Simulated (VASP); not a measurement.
# TePb: single point with PBE

TePb:

```xyz
2
Lattice="4.0023 0.0000 0.0000 0.0000 4.0023 0.0000 0.0000 0.0000 4.0023" Properties=species:S:1:pos:R:3 pbc="T T T"
Pb    0.0000    0.0000    0.0000
Te    2.0011    2.0011    2.0011
```

Measurements of this composition are mostly on another form, of space group No. 225.

| Property | Result |
| --- | --- |
| Program | VASP 6.6.1 |
| Task | single point |
| Functional | PBE |
| Potentials or basis | VASP PAW PBE potentials, release 64 (Pb_d_GW, Te_GW) |
| Cutoff | 450 eV |
| k mesh | 4 × 4 × 4 |
| Occupations | gaussian, width 0.02 eV |
| Spin | no spin polarisation |

```yaml
Pressure: 0.6 GPa
Band_gap_on_the_k_mesh: none (metal or under the smearing width)
```

Levels at points of the mesh, in eV from the Fermi level:
```tsv
k point	band 8	band 9	band 10	band 11	band 12	band 13	band 14	band 15
(0.00, 0.00, 0.00)	-6.92	-1.65	-1.65	-1.65	3.91	3.91	5.10	5.10
(0.50, 0.00, 0.00)	-9.24	-0.86	-0.20	-0.20	0.05	2.15	2.15	5.27
(0.50, 0.50, 0.00)	-8.12	-4.49	-4.49	0.18	3.32	3.58	3.58	5.95
(0.50, 0.50, 0.50)	-7.38	-2.53	-2.53	-2.53	-1.20	-1.20	-1.20	13.47
```

Run time: 13 s on 1 thread of Intel(R) Xeon(R) Platinum 8488C (Sapphire Rapids) (shared host), peak memory 0.16 GiB.

Caveat: the k mesh is coarse (spacing up to 0.39 Å⁻¹), so the values aren't converged. Spin-orbit coupling is left out, which matters for the levels of Pb, Te.
